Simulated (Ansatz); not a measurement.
# Ge (P4/mmm) in Ansatz: a series of runs, part 2 of 2

Ansatz 0.2.0. The steps go on from the part before.

**3. Single point, HSE06 form with a typed share of exact exchange**

File input:

```
crystal:
  lattice:
    - [5.24058, 0.0, 0.0]
    - [0.0, 5.24058, 0.0]
    - [0.0, 0.0, 2.65536]
  atoms:
    - { symbol: Ge, position: [0.0, 0.0, 0.0] }
    - { symbol: Ge, position: [0.0, 0.5, 0.0] }
    - { symbol: Ge, position: [0.5, 0.0, 0.0] }
hamiltonian:
  xc: { exchange: pbe, correlation: pbe, exx: { coeff: 0.25, omega: 0.2 } }
  pseudopotentials: { kind: paw }
kpoints:
  mp_grid: { grid: [3, 3, 5] }
scf:
  occupations: { method: fermi_dirac, width: 0.05 }
output:
  forces: true
  stress: true
  eigenvalues: true
```

Potentials or basis: Ansatz PAW.

Standard output:

```text
Warning: output.stress: scf.convergence.dr2_threshold = 1e-7 eV (the SCF's general default) is looser than the 3e-10 eV advised for a printed stress (1e-10 eV for each atom of the cell: 3). What an SCF threshold leaves in a stress goes as its square root, and in the free energy as the threshold itself, and one threshold admits the most on a small cell: of the crystals measured, under no hybrid functional and no lock of the moments, on runs that ended without the residual-converged pass, on stresses that held no estimate of that error, the worst erred by over 100 MPa in a component at 1e-7 eV an atom and by under 5 at 1e-10. Set scf.convergence.dr2_threshold to 3e-10 eV or tighter. The threshold is an SCF's pass mark: one that does not reach it within its budget of iterations ends unconverged, or closes short of it on a stop that the run arms, and scf.convergence.dr2_threshold's page says what that costs each kind of run
Warning: output.stress: scf.exx.energy_threshold = 1e-6 eV is looser than the 3e-8 eV advised for a stress under a hybrid functional (1e-8 eV for each atom of the cell: 3). Every SCF of the exchange loop can meet its threshold on dr2 while the loop round them stops early: no threshold on dr2 bounds what that leaves in the stress. Set scf.exx.energy_threshold to 3e-8 eV or tighter. The threshold is the loop's pass mark: a loop that does not reach it within its budget of cycles ends unconverged, and scf.exx.energy_threshold's page has the law
GPUs: using 1 of 1 available (devices: 1).
Engine: ansatz 0.2.0, x86_64-unknown-linux-gnu
Pseudopotentials: kind: paw
Pseudopotential: Ge, paw, valence charge 14, recommended cutoff 420 eV (normal), Ge.paw.azcp
Functional definition: unnamed
  parameter a_1 = 0.25
  parameter omega_1 = 0.2/angstrom
  exchange = pbe_x + (-a_1)*pbe_x_sr(omega_1) + a_1*exact_x_sr(omega_1)
  correlation = pbe_c
device memory: the entry about to start is reckoned to put 0.6 GiB on a device that reports 34.4 GiB free (of which the cap on the GPU budget leaves the run 18.0 GiB)
GPU FFT provider: cuFFT
GPU libraries: cuBLAS 13.8.2, cuFFT 12.4.0, cuSOLVER 12.3.4
Crystal: 3 atoms, lattice volume = 72.926 Å³
Basis set: ecut = 420 eV, 1441 PW (Γ), exchange–correlation on 72×72×36 points (8 copies of the dense FFT grid, shifted against one another)
Bands: 26, of which v1, the nominal top of the filled ones, is band 21 counted from 1 (20 counted from 0)
Symmetry: 16 space group operations
Space group: P4/mmm (ITA 123), of the structure as read, at distance tolerance 4.2e-5 Å
k-points: 9 of 45
Non-local potential: Ge, projectors of the file, l = 0: 2, l = 1: 2, l = 2: 3, l = 3: 1
PAW form: soft (Blöchl's): semilocal exchange-correlation on the pseudo side does not see the compensation charge
PAW frozen core: Ge, regenerated for the run's functional, and the local potential with it (the file was generated under x = pbe(κ = 0.804, μ = 0.2195149727645171), c = pbe(β = 0.06672455060314922))
PAW one-centre angular grid: Ge, 590 points (default); XC on 64 Gauss nodes
Initial density: superposition of atomic densities (neutral atoms: chi_scale 0, normalization atom), corrected by the library's trained network
Initial wavefunctions: pseudopotential atomic-orbital guess
GPU buffer pool allocated for 23328 grid points (all kernels)
GPU transforms: local potential and band sums: pruned to the plane-wave sphere, on 36×36×18
Functional: x = pbe(κ = 0.804, μ = 0.2195149727645171), c = pbe(β = 0.06672455060314922), warm-up for x = pbe(κ = 0.804, μ = 0.2195149727645171) + 0.25 (exact − pbe) at short range (hse, ω = 0.2 Å⁻¹), c = pbe(β = 0.06672455060314922)
SCF iter   1: F=—  HF=-12883.454059 eV  |F-HF|=—  |Δ(HF+E_count)|=         —  Δρ=3.29e-3  dr2=1.51e-2  ethr=1.77e-3  ⟨swp⟩=7.1  Hψ=886  notcnv=0
preconditioner: auto → none  [insulator: Δε(μ)=0.274 eV  Ē_g=22.403 eV  σ=0.050 eV  W_gap=0.74  n_scr=14 (ndim 8)  ℏωp=28.2 eV  f_vac=0.093  D(μ)=2.25/eV (n_scr^D=8)]
SCF iter   2: F=—  HF=-12883.451285 eV  |F-HF|=—  |Δ(HF+E_count)|=   2.77e-3  Δρ=1.50e-3  dr2=4.41e-3  ethr=3.59e-5  ⟨swp⟩=4.2  Hψ=560  notcnv=0  defer=3
SCF iter   3: F=—  HF=-12883.450707 eV  |F-HF|=—  |Δ(HF+E_count)|=   5.78e-4  Δρ=8.48e-4  dr2=1.52e-3  ethr=1.05e-5  ⟨swp⟩=3.4  Hψ=515  notcnv=0  defer=1
iter 4 solved again at ethr=4.74e-8 eV; its pass at ethr=3.61e-6 eV (dr2=1.99e-5 eV) is discarded
SCF iter   4: F=—  HF=-12883.450443 eV  |F-HF|=—  |Δ(HF+E_count)|=   2.64e-4  Δρ=2.01e-4  dr2=2.06e-5  ethr=4.74e-8  ⟨swp⟩=4.0  Hψ=1103  notcnv=0
SCF iter   5: F=—  HF=-12883.450462 eV  |F-HF|=—  |Δ(HF+E_count)|=   1.86e-5  Δρ=2.97e-5  dr2=6.70e-7  ethr=4.74e-8  ⟨swp⟩=3.0  Hψ=482  notcnv=0
[... 30 lines left out ...]
Frozen-core exchange: fock
SCF iter   1: F=—  HF=-12885.632681 eV  |F-HF|=—  |Δ(HF+E_count)|=         —  Δρ=3.27e-5  dr2=7.58e-7  ethr=1.34e-6  ⟨swp⟩=4.2  Hψ=523  notcnv=0
preconditioner: auto → none  [insulator: Δε(μ)=0.350 eV  Ē_g=25.467 eV  σ=0.050 eV  W_gap=0.65  n_scr=14 (ndim 8)  ℏωp=28.2 eV  f_vac=0.093  D(μ)=1.79/eV (n_scr^D=8)]
SCF iter   2: F=—  HF=-12885.632684 eV  |F-HF|=—  |Δ(HF+E_count)|=   3.72e-6  Δρ=3.41e-5  dr2=2.29e-7  ethr=1.29e-9  ⟨swp⟩=4.4  Hψ=852  notcnv=0
SCF iter   3: F=—  HF=-12885.632684 eV  |F-HF|=—  |Δ(HF+E_count)|=   4.61e-8  Δρ=1.69e-5  dr2=5.79e-8  ethr=5.33e-10  ⟨swp⟩=3.4  Hψ=469  notcnv=0
SCF iter   4: F=—  HF=-12885.632684 eV  |F-HF|=—  |Δ(HF+E_count)|=   1.06e-8  Δρ=2.91e-6  dr2=2.01e-8  ethr=1.36e-10  ⟨swp⟩=3.8  Hψ=655  notcnv=0  defer=1
SCF iter   5: F=-12885.632684 eV  HF=-12885.632684 eV  |F-HF|=2.23e-9  |Δ(HF+E_count)|=   8.69e-9  Δρ=1.32e-6  dr2=6.76e-10  ethr=4.50e-11  ⟨swp⟩=3.4  Hψ=492  notcnv=0  defer=1
SCF 3 converged in 5 iterations: F = -12885.632684 eV  dr2 = 6.76e-10
  Residual-converged pass: ⟨swp⟩=2.8  Hψ=440  notcnv=0  max |occ|·‖R‖ = 2.3e-6 eV (tolerance 2.4e-6 eV)  dr2=6.63e-10  dr2_onsite=1.99e-9  max |Δocc| = 1.2e-13
hybrid outer 2: dexx = +1.462e-6 eV, tail = 3.92e-8 eV, Δε = 1.06e-2 eV (about 2.93e-4 eV left of the loop's levels)
hybrid SCF converged: 2 outer / 10 inner (+8 warm-up), last move |dexx| = 1.46e-6 eV, tail = 3.92e-8 eV
Stability not checked: this state was not tested for a lower state beside it, because the functional holds exact exchange (a hybrid, or Hartree-Fock), whose exchange loop this test does not read (fock_operator; see scf.lower_state_search)
Free energy (F): -12885.632684 eV
Frozen-core exchange: fock
Harris-Foulkes:  -12885.632684 eV  (|F-HF|=2.23e-9)
Internal energy: -12885.618942 eV  (E = F + TS)
E sigma→0 (E₀):  -12885.625813 eV
Entropy (-TS):   -0.013742 eV (-4.581 meV/atom)
Fermi energy:    7.341930 eV
--- Per-component energies (eV) ---
  E_band       = -596.897853
  E_kinetic    = 326.622474
  E_local      = -7756.639297  (includes V_loc(G=0)·N_el)
  E_nonlocal   = 1250.330564
  E_hartree    = 3410.245083
  E_xc         = -181.144619
  E_vxc        = -153.845987  (∫ρ·V_xc dr)
  E_exx        = -162.993699  (= α·E_x^exact, valence–valence)
  E_paw        = -5935.023459  (= ΣΔE_a)
  E_vpaw       = -757.871367  (= ΣTr[D̂ρ^β])
  E_aug_tail   = 0.000855  (compensation charges beyond the density's cutoff)
  E_ewald      = -3835.922174
  E_core_change = -1.094670  (= ΣΔE_core)
  E_smearing   = -0.013742  (= −TS)
  E_closure    = 0.000001  (closes the sum)
  Σ components = -12885.632684   (vs F -12885.632684, Δ=-1.82e-12)
--- Forces (eV/Å), atoms counted from 1 ---
  atom   1  Ge     0.00000000     0.00000000     0.00000000
  atom   2  Ge     0.00000000     0.00000000     0.00000000
  atom   3  Ge     0.00000000     0.00000000     0.00000000
  max |Σ_I F_I| component: 8.91e-29 eV/Å
--- Stress (GPa, compression-positive) ---
        2.879909       0.000000       0.000000
        0.000000       2.879909       0.000000
        0.000000       0.000000     -10.453381
  P = ⅓ Tr σ = -1.5645 GPa (-15.645 kbar)
--- Band table (eV; the first three rows and the last of 9) ---
  k-point 0: bands = ["-20.7616", "-20.7571", "-20.7506", "-20.7258", "-20.7035", "-20.6674", "-20.6076", "-20.6076", "-20.5422", "-20.5422", "-20.5171", "-20.3826", "-20.3512", "-20.3512", "-20.3504", "-6.4248", "-2.5102", "0.3309", "1.7212", "1.7212", "7.6617", "7.6617", "11.6232", "12.1236", "16.0473", "17.1449"]
  k-point 1: bands = ["-20.7492", "-20.7232", "-20.6987", "-20.6766", "-20.6733", "-20.6641", "-20.6384", "-20.6384", "-20.5763", "-20.5763", "-20.4383", "-20.3801", "-20.3801", "-20.3793", "-20.3409", "-5.5050", "-1.5855", "1.2738", "2.6364", "2.6364", "8.5902", "8.5902", "9.5962", "12.4694", "12.9227", "12.9788"]
  k-point 2: bands = ["-20.7413", "-20.7087", "-20.6909", "-20.6880", "-20.6880", "-20.6586", "-20.6314", "-20.6314", "-20.5598", "-20.5458", "-20.4261", "-20.4261", "-20.3741", "-20.3173", "-20.3049", "-2.8840", "1.1652", "3.0721", "4.1487", "4.8489", "4.8489", "6.4428", "9.0370", "10.8392", "10.8392", "12.8920"]
  k-point 8: bands = ["-20.7023", "-20.6937", "-20.6894", "-20.6861", "-20.6733", "-20.6650", "-20.6211", "-20.6172", "-20.5377", "-20.5263", "-20.4393", "-20.4392", "-20.3864", "-20.3862", "-20.3327", "-1.9097", "-0.0634", "0.8375", "4.0390", "5.5040", "6.3572", "7.7609", "8.5689", "10.1451", "11.9647", "13.7243"]
```

Run time: 22 s. Hardware: 1 × NVIDIA H100 80GB HBM3 with 2 threads of AMD EPYC 7R13 (Zen 3), shared host; peak memory 1.6 GiB.

Results:

```yaml
Free_energy: -12885.6327 eV
Pressure: -1.6 GPa
Band_gap_on_the_k_mesh: none (metal or under the smearing width)
```

Levels at points of the mesh, in eV from the Fermi level:
| k point | band 19 | band 20 | band 21 | band 22 | band 23 | band 24 |
| --- | --- | --- | --- | --- | --- | --- |
| (0.00, 0.00, 0.00) | -5.62 | -5.62 | 0.32 | 0.32 | 4.28 | 4.78 |

Caveat: the k mesh is coarse (spacing up to 0.47 Å⁻¹), so the values aren't converged, least of all with exact exchange; the PAW data sets come from PBE, with cores solved anew for the run's functional, which leaves a small shift of forces and pressure; the thresholds are loose for stress.
